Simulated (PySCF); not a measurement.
# C3H4N2: magnetic properties

One table from this session's results is given with a row withheld; the runs are named, their logs left out.

Computed with PySCF 2.14.0 and routines of our own; the level stands in each step. Atoms count from 0.

## The starting structure

9 atoms, charge 0, multiplicity 1; geometry from: GFN2-xTB.

The first run:

What the job is given:

```
{"job": {"xc": "PBE0", "basis": "def2-SVP", "d3": "d3bj", "grid": 1, "kind": "geom"}, "charge": 0, "multiplicity": 1}
C     -0.803308    -0.925935     0.073287
C     -0.883712     0.408499    -0.199132
N      0.397716     0.877744    -0.122951
C      1.181438    -0.183081     0.188077
N      0.487469    -1.276787     0.311680
H     -1.587450    -1.654528     0.113726
H     -1.713722     1.042102    -0.433768
H      0.691735     1.829467    -0.269172
H      2.243395    -0.111486     0.313073
```

Started as:

```console
$ OMP_NUM_THREADS=1 python excited_run.py task.json out
```

The driver reads the jobs from task.json and runs them one after another.

Among the steps run: Optimising the geometry at PBE0-D3(BJ)/def2-SVP; Magnetic properties: GIAO B97-2/aug-pcSseg-1; Magnetic properties: GIAO X3LYP/aug-pcSseg-1; Magnetic properties: GIAO B3LYP/IGLO-III; Magnetic properties: GIAO B3LYP/ANO-RCC-VDZP; Magnetic properties: GIAO B3LYP/6-31G; Magnetic properties: GIAO B3LYP/Sadlej pVTZ.

One table of the session follows, with a row left open; its other results are not shown here.

It belongs to the step «Magnetic properties side by side». 

```
                  level  gap (eV)
GIAO B97-2/aug-pcSseg-1      6.14
GIAO X3LYP/aug-pcSseg-1      5.97
    GIAO B3LYP/IGLO-III      6.53
GIAO B3LYP/ANO-RCC-VDZP         ?
       GIAO B3LYP/6-31G      7.13
 GIAO B3LYP/Sadlej pVTZ      5.96
```

Estimate the missing values for GIAO B3LYP/ANO-RCC-VDZP.

The run gave: gap (eV): 6.15. In the column «gap (eV)» it lies between GIAO B97-2/aug-pcSseg-1 (6.14) and GIAO B3LYP/IGLO-III (6.53).

Limits of these values: Vibrational averaging and real surroundings are missing from these values.
